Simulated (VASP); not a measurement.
# BN (Fmm2) in VASP: a series of runs

One crystal, BN, is run at these levels: PBE; tasks: single point.

All numbers are computed with VASP 6.6.1; they aren't measurements. Logs are shortened: lines on timing, memory, paths and dates and some standing lists are left out, and cuts for length are marked.

## Step 1: Starting point

Symmetry: Fmm2, No. 42, orthorhombic system. The conventional cell has a = 2.503 Å, b = 6.991 Å, c = 4.332 Å, α = 90.00°, β = 90.00°, γ = 90.00°. N (site symmetry mm2) has 3 B at 1.44 Å as nearest neighbours. Around B (site symmetry mm2) lie 3 N at 1.44 Å.

Measurements of this composition are mostly on another form, of space group No. 194.

## Step 2: Single point, PBE

Contents of INCAR:

```
PREC = Accurate
ENCUT = 460
EDIFF = 1E-7
ISMEAR = 0
SIGMA = 0.05
LREAL = Auto
LASPH = True
NELM = 100
ALGO = Normal
ISIF = 2
LWAVE = False
LCHARG = False
GGA = PE
ADDGRID = False
```

Contents of KPOINTS:

```
regular mesh
0
Gamma
  6 6 6
```

Contents of POSCAR:

```
BN
1.0
    0.0000000000      3.4953158300      2.1660912400
    1.2516321000      0.0000000000      2.1660912400
    1.2516321000      3.4953158300      0.0000000000
N B
1 1
Direct
    0.6643870000      0.6373240000      0.3259630000
   -0.0156690000     -0.0240960000      1.0349220000
```

Potentials or basis: VASP PAW PBE potentials, release 64 (N_s, B_s).

Command:

```
> cat potpaw_PBE.64/N_s/POTCAR potpaw_PBE.64/B_s/POTCAR > POTCAR
> mpirun -np 1 vasp_std > vasp.out
```

OUTCAR:

```text
PREC = Accurate
   ENCUT = 460
   EDIFF = 1E-7
   ISMEAR = 0
   LREAL = Auto
   LASPH = True
   NELM = 100
   ISIF = 2
   GGA = PE

 Found    112 irreducible k-points:

 Following reciprocal coordinates:
            Coordinates               Weight
  0.000000  0.000000  0.000000      1.000000
  0.166667  0.000000 -0.000000      2.000000
 -0.166667 -0.166667 -0.166667      2.000000
  0.000000  0.166667  0.000000      2.000000
 -0.000000  0.000000  0.166667      2.000000
  0.333333  0.000000  0.000000      2.000000
   k-points           NKPTS =    112   k-points in BZ     NKDIM =    112   number of bands    NBANDS=      8
   number of dos      NEDOS =    301   number of ions     NIONS =      2
   total plane-waves  NPLWV =  15120
   dimension x,y,z NGX =    30 NGY =   18 NGZ =   28
   dimension x,y,z NGXF=    60 NGYF=   36 NGZF=   56
   ions per type =               1   1
   NGX,Y,Z   is equivalent  to a cutoff of  12.13, 11.96, 12.54 a.u.
   NGXF,Y,Z  is equivalent  to a cutoff of  24.26, 23.92, 25.08 a.u.
 SYSTEM =  unknown system
   PREC   = accura    normal or accurate (medium, high low for compatibility)
   ISTART =      0    job   : 0-new  1-cont  2-samecut
   ICHARG =      2    charge: 1-file 2-atom 10-const
   ISPIN  =      1    spin polarized calculation?
   LNONCOLLINEAR =      F non collinear calculations
   LSORBIT =      F    spin-orbit coupling
   LASPH  =      T    aspherical Exc in radial PAW
   ENCUT  =  460.0 eV  33.81 Ry    5.81 a.u.   7.19  4.37  6.49*2*pi/ulx,y,z
   NELM   =    100;   NELMIN=  2; NELMDL= -5     # of ELM steps
   EDIFF  = 0.1E-06   stopping-criterion for ELM
   LREAL  =      T    real-space projection
   EDIFFG = 0.1E-05   stopping-criterion for IOM
   NSW    =      0    number of steps for IOM
   IBRION =     -1    ionic relax: 0-MD 1-quasi-New 2-CG
   NFREE  =      0    steps in history (QN), initial steepest desc. (CG)
   ISIF   =      2    stress and relaxation
   ISYM   =      2    0-nonsym 1-usesym 2-fastsym
   POTIM  = 0.5000    time-step for ionic-motion
   TEBEG  =    0.0;   TEEND  =   0.0 temperature during run
   PSTRESS=    0.0 pullay stress
   NELECT =       8.0000    total number of electrons
   NUPDOWN=      -1.0000    fix difference up-down
   EMIN   =  10.00;   EMAX   =-10.00  energy-range for DOS
   EFERMI =   0.00;   METHOD = LEGACY
   ISMEAR =     0;   SIGMA  =   0.05  broadening in eV -4-tet -1-fermi 0-gaus
   EFERMI_NEDOS =   21; number of points for ismear=-14 and -15
   IALGO  =     38    algorithm
   IMIX   =      4    mixing-type and parameters
     AMIX     =   0.40;   BMIX     =  1.00
     AMIX_MAG =   1.60;   BMIX_MAG =  1.00
  volume/ion in A,a.u.               =       9.48        63.95
  Fermi-wavevector in a.u.,A,eV,Ry     =   1.228047  2.320672 20.518928  1.508099
  Thomas-Fermi vector in A             =   2.362987
   LORBIT       =      0    0 simple, 1 ext, 2 COOP (PROOUT), +10 PAW based schemes
   GGA     = PE    functional components
   LHFCALC =     F    Hartree Fock is set to
   AEXX    =    0.0000 exact exchange contribution
   IVDW    =     0    specifies the selected vdW correction
   LEPSILON=     F    determine dielectric tensor
   LRPA    =     F    only Hartree local field effects (RPA)
 non-spin polarized calculation
 Gauss-broadening in eV      SIGMA  =   0.05
  energy-cutoff  :      460.00
  volume of cell :       18.95
 maximum number of plane-waves:       448
 NGX is ok and might be reduce to    30
   NGX = 15   NGY =  9   NGZ = 13

 number of electron       8.0000000 magnetization

 Free energy of the ion-electron system (eV)
  ---------------------------------------------------
  ext. energy  EPLUGINS =         0.00000000
  ---------------------------------------------------
  free energy    TOTEN  =       -17.41313711 eV

  energy without entropy =      -17.41313711  energy(sigma->0) =      -17.41313711

 E-fermi :   3.3356     XC(G=0):  -9.7088

 val. band max:        3.1048072553   @ k =   0.5000  -0.3333   0.1667
 cond. band min:       6.8179901772   @ k =   0.0000   0.5000   0.5000
 fundamental gap:      3.7131829219
 Fermi energy:         3.3356186424

 k-point     1 :       0.0000    0.0000    0.0000
  band No.  band energies     occupation
      1     -14.7155      2.00000
      2      -1.3131      2.00000
      3       1.0781      2.00000
      4       2.5154      2.00000
      5       7.8411      0.00000
      6      13.7556      0.00000
      7      15.6519      0.00000
      8      16.2080      0.00000

 k-point     2 :       0.1667    0.0000   -0.0000
  band No.  band energies     occupation
      1     -14.1586      2.00000
      2      -0.8018      2.00000
      3       0.1666      2.00000
      4       0.4371      2.00000
      5       8.9839      0.00000
      6      13.8823      0.00000
      7      14.7628      0.00000
      8      17.6912      0.00000

 k-point     3 :      -0.1667   -0.1667   -0.1667
  band No.  band energies     occupation
      1     -14.1763      2.00000
      2      -0.8283      2.00000
      3      -0.5725      2.00000
      4       1.3995      2.00000
      5       8.9382      0.00000
      6      14.1154      0.00000
      7      14.7815      0.00000
      8      16.6457      0.00000

 k-point     4 :       0.0000    0.1667    0.0000
  band No.  band energies     occupation
      1     -14.1764      2.00000
      2      -0.8399      2.00000
      3      -0.5575      2.00000
      4       1.3985      2.00000
      5       8.9246      0.00000
      6      14.2179      0.00000
      7      14.6764      0.00000
      8      16.6415      0.00000

 k-point     5 :      -0.0000    0.0000    0.1667
  band No.  band energies     occupation
      1     -14.1586      2.00000
      2      -0.8099      2.00000
      3       0.1762      2.00000
      4       0.4426      2.00000
      5       8.9453      0.00000
      6      13.9042      0.00000
      7      14.7582      0.00000
      8      17.6922      0.00000

 k-point     6 :       0.3333    0.0000    0.0000
  band No.  band energies     occupation
      1     -12.6606      2.00000
      2      -3.5609      2.00000
      3      -0.8859      2.00000
      4       0.6532      2.00000
      5      10.2916      0.00000
      6      12.0914      0.00000
      7      14.4807      0.00000
      8      20.6680      0.00000

 [... further k-points ...]
[... 5 lines left out ...]
  --------------------------------------------------------------------------------------
  -------------------------------------------------------------------------------------
  Total        0.6493192      0.0116675      1.0197621     -0.2388507      0.0403183      0.7790537
  in kB       54.8907242      0.9863219     86.2064160    -20.1914384      3.4083394     65.8579343
  external PRESSURE =      47.3611540 kB  Pullay stress =       0.0000000 kB

 VOLUME and BASIS-vectors are now :
 -----------------------------------------------------------------------------
  energy-cutoff  :      460.00
  volume of cell :       18.95
      direct lattice vectors                 reciprocal lattice vectors
     0.000000000  3.495315830  2.166091240    -0.399478409  0.143048590  0.230830535
     1.251632100  0.000000000  2.166091240     0.399478409 -0.143048590  0.230830535
     1.251632100  3.495315830  0.000000000     0.399478409  0.143048590 -0.230830535

 POSITION                                       TOTAL-FORCE (eV/Angst)
 -----------------------------------------------------------------------------------
      1.20568      3.46159      2.81962         2.373603      1.282866     -0.545069
      1.26518      3.56261      4.24605        -2.373603     -1.282866      0.545069
 -----------------------------------------------------------------------------------
    total drift:                                0.000577     -0.000379      0.000632

  FREE ENERGIE OF THE ION-ELECTRON SYSTEM (eV)
  ---------------------------------------------------
  free  energy   TOTEN  =       -17.4131371101 eV

  energy  without entropy=      -17.4131371101  energy(sigma->0) =      -17.41313711
```

Wall time 18 s (1 thread of Intel Xeon 6975P-C (Granite Rapids), shared host); peak memory 0.13 GiB.

These settings aren't checked as converged: the numbers below hold their error.

Results:

| Property | Result |
| --- | --- |
| Free energy | -17.4131 eV |
| Pressure | 4.7 GPa |
| Largest force | 2.753 eV/Å |
| Band gap on the k mesh | 3.71 eV, indirect (least direct gap 4.54 eV) |

Caveat: the k mesh is coarse (spacing up to 0.51 Å⁻¹), so the values aren't converged.

## Step 3: Single point, PBE

Changes to INCAR since step 2:

```diff
@@ -2,6 +2,6 @@
 ENCUT = 460
-EDIFF = 1E-7
+EDIFF = 0.01
 ISMEAR = 0
 SIGMA = 0.05
-LREAL = Auto
+LREAL = False
 LASPH = True
```

KPOINTS is that of step 2.

Contents of POSCAR:

```
BN
1.0
    0.0000000000      3.4953158300      2.1660912400
    1.2516321000      0.0000000000      2.1660912400
    1.2516321000      3.4953158300      0.0000000000
N B
1 1
Direct
    0.6666513400      0.6666513400      0.3333486600
    0.0000486500      0.0000486500      0.9999513500
```

Potentials or basis: VASP PAW PBE potentials, release 64 (N_s, B_s).

Command:

```
> cat potpaw_PBE.64/N_s/POTCAR potpaw_PBE.64/B_s/POTCAR > POTCAR
> mpirun -np 1 vasp_std > vasp.out
```

OUTCAR:

```text
PREC = Accurate
   ENCUT = 460
   EDIFF = 0.01
   ISMEAR = 0
   LREAL = False
   LASPH = True
   NELM = 100
   ISIF = 2
   GGA = PE

 Found     46 irreducible k-points:

 Following reciprocal coordinates:
            Coordinates               Weight
  0.000000  0.000000  0.000000      1.000000
  0.166667  0.000000 -0.000000      8.000000
  0.333333  0.000000  0.000000      8.000000
  0.500000  0.000000  0.000000      4.000000
  0.166667  0.166667  0.000000      2.000000
  0.333333  0.166667  0.000000      8.000000
   k-points           NKPTS =     46   k-points in BZ     NKDIM =     46   number of bands    NBANDS=      8
   number of dos      NEDOS =    301   number of ions     NIONS =      2
   total plane-waves  NPLWV =  15120
   dimension x,y,z NGX =    30 NGY =   18 NGZ =   28
   dimension x,y,z NGXF=    60 NGYF=   36 NGZF=   56
   ions per type =               1   1
   NGX,Y,Z   is equivalent  to a cutoff of  12.13, 11.96, 12.54 a.u.
   NGXF,Y,Z  is equivalent  to a cutoff of  24.26, 23.92, 25.08 a.u.
 SYSTEM =  unknown system
   PREC   = accura    normal or accurate (medium, high low for compatibility)
   ISTART =      0    job   : 0-new  1-cont  2-samecut
   ICHARG =      2    charge: 1-file 2-atom 10-const
   ISPIN  =      1    spin polarized calculation?
   LNONCOLLINEAR =      F non collinear calculations
   LSORBIT =      F    spin-orbit coupling
[... 55 lines left out ...]
 val. band max:        3.1532894061   @ k =   0.5000  -0.3333   0.1667
 cond. band min:       6.9918019254   @ k =   0.0000   0.5000   0.5000
 fundamental gap:      3.8385125193
 Fermi energy:         3.3842365478

 k-point     1 :       0.0000    0.0000    0.0000
  band No.  band energies     occupation
      1     -14.7199      2.00000
      2      -1.3279      2.00000
      3       1.7425      2.00000
      4       1.7495      2.00000
      5       7.9483      0.00000
      6      14.6964      0.00000
      7      14.7565      0.00000
      8      16.1364      0.00000
[... 45 lines left out ...]
 k-point     6 :       0.3333    0.1667    0.0000
  band No.  band energies     occupation
      1     -13.1725      2.00000
      2      -2.4763      2.00000
      3      -0.8566      2.00000
      4       0.4850      2.00000
      5      10.5839      0.00000
      6      12.1086      0.00000
      7      15.5469      0.00000
      8      17.8747      0.00000

 [... further k-points ...]
[... 5 lines left out ...]
  --------------------------------------------------------------------------------------
  -------------------------------------------------------------------------------------
  Total        0.6602081     -0.1186895      0.6640603      0.0000000      0.0000000      0.0000000
  in kB       55.8112288    -10.0335104     56.1368781      0.0000000      0.0000000      0.0000000
  external PRESSURE =      33.9715322 kB  Pullay stress =       0.0000000 kB

 VOLUME and BASIS-vectors are now :
 -----------------------------------------------------------------------------
  energy-cutoff  :      460.00
  volume of cell :       18.95
      direct lattice vectors                 reciprocal lattice vectors
     0.000000000  3.495315830  2.166091240    -0.399478409  0.143048590  0.230830535
     1.251632100  0.000000000  2.166091240     0.399478409 -0.143048590  0.230830535
     1.251632100  3.495315830  0.000000000     0.399478409  0.143048590 -0.230830535

 POSITION                                       TOTAL-FORCE (eV/Angst)
 -----------------------------------------------------------------------------------
      1.25163      3.49532      2.88806         0.000000      0.000000     -0.009444
      1.25163      3.49532      0.00021         0.000000      0.000000      0.009444
 -----------------------------------------------------------------------------------
    total drift:                               -0.000000     -0.000003      0.000150

  FREE ENERGIE OF THE ION-ELECTRON SYSTEM (eV)
  ---------------------------------------------------
  free  energy   TOTEN  =       -17.5563776073 eV

  energy  without entropy=      -17.5563776073  energy(sigma->0) =      -17.55637761
```

OSZICAR:

```text
N       E                     dE             d eps       ncg     rms          rms(c)
DAV:   1     0.161875521317E+02    0.16188E+02   -0.41482E+03   952   0.932E+02
DAV:   2    -0.182145792735E+02   -0.34402E+02   -0.31455E+02   792   0.203E+02
DAV:   3    -0.194498964562E+02   -0.12353E+01   -0.12353E+01  1296   0.576E+01
DAV:   4    -0.194528758396E+02   -0.29794E-02   -0.29794E-02   840   0.235E+00
DAV:   5    -0.194528951496E+02   -0.19310E-04   -0.19310E-04  1088   0.382E-01    0.174E+01
DAV:   6    -0.177680152666E+02    0.16849E+01   -0.68476E+00  1112   0.289E+01    0.215E+01
DAV:   7    -0.176473801670E+02    0.12064E+00   -0.11426E-01  1080   0.621E+00    0.163E+01
DAV:   8    -0.175575822447E+02    0.89798E-01   -0.34395E-01  1120   0.120E+01    0.116E+00
DAV:   9    -0.175563776073E+02    0.12046E-02   -0.34873E-03   608   0.125E+00
   1 F= -.17556378E+02 E0= -.17556378E+02  d E =-.141777E-12
```

It took 3.2 s on 1 thread of Intel Xeon 6975P-C (Granite Rapids), shared host; peak memory 0.13 GiB.

The run converged, but some of its settings lie outside the range that counts as converged, so its numbers aren't taken as properties of the crystal.

What came out:

```yaml
Free_energy: -17.5564 eV
Pressure: 3.4 GPa
Largest_force: 0.009 eV/Å
Band_gap_on_the_k_mesh: 3.84 eV, indirect (least direct gap 4.57 eV)
```

Caveat: the k mesh is coarse (spacing up to 0.51 Å⁻¹), so the values aren't converged.
